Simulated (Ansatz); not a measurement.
# BN: the cost of one run

Computed with Ansatz 0.2.0 (DFT PBE+D3(BJ), scalar-relativistic, plane waves, PAW, unless a step's input says otherwise).

### Step 1. The system as given

The structure is trigonal, space group P-3m1 (No. 164). Conventional cell: a = 2.508 Å, b = 2.508 Å, c = 31.395 Å, α = 90.00°, β = 90.00°, γ = 120.00°. B (site symmetry 3m) has 3 N at 1.45 Å as nearest neighbours. N (site symmetry 3m) has 3 B at 1.45 Å as nearest neighbours.

Structure file:

```
CELL_PARAMETERS angstrom
2.50779 0.00000 0.00000
-1.25390 2.17181 0.00000
0.00000 0.00000 31.39454
ATOMIC_POSITIONS crystal
B 0.00000 0.00000 0.23325
B 0.66667 0.33333 0.34010
N 0.66667 0.33333 0.23320
N 0.00000 0.00000 0.34015
```

The cell was relaxed beforehand at this level, from a generated guess; it needn't be the stable form of this composition. At a tolerance of 0.02 Å it has layer group p-3m1 (No. 72); it has 1.36 Å²/atom, an uncorrected energy of -1.24 eV/atom over the elements.

Only a and b are periodic; c spans vacuum, so the box's volume, pressure and space group aren't properties of the sheet.

### Step 2. Electronic structure at the relaxed geometry

The input, input.yaml:

```yaml
crystal:
  lattice:
    - [2.5077935612, -2.4e-07, 0.0]
    - [-1.2538965727, 2.1718130514, 0.0]
    - [0.0, 0.0, 31.39454344]
  atoms:
    - { symbol: B, position: [0.0, 0.0, 0.2332495567] }
    - { symbol: B, position: [0.6666666667, 0.3333333333, 0.340098485] }
    - { symbol: "N", position: [0.6666666667, 0.3333333333, 0.2332005327] }
    - { symbol: "N", position: [0.0, 0.0, 0.340147509] }
  periodic: [true, true, false]
basis:
  ecutwfc: 420
kpoints:
  mp_grid: { grid: [12, 12, 1] }
  band_path:
    path:
      - [0.0, 0.0, 0.0]
      - [0.5, 0.0, 0.0]
      - [0.33333333, 0.33333333, 0.0]
      - [0.0, 0.0, 0.0]
    npoints: 14
hamiltonian:
  xc: pbe
  dispersion: d3bj
scf:
  occupations: { method: gaussian, width: 0.02 }
  n_extra_bands: 10
output:
  forces: true
  stress: true
  eigenvalues: true
  populations: true
  dos: { projected: true, de: 0.02, nscf_kmesh: { grid: [18, 18, 1] } }
  bader: true
  write_density: true
  write_potential: true
  elf: true
  volumetric_format: npy
```

Started as:

```sh
$ ansatz run input.yaml --threads 1 --pin off --max-ram 2560MiB --backend cpu --events-out ev --progress --plain --runs-dir out
```

**Question.** How long does this run take on 1 thread of Intel Xeon at 2.70GHz, shared host, and how much memory does it need?

About 80 s, with a peak of 0.42 GiB.
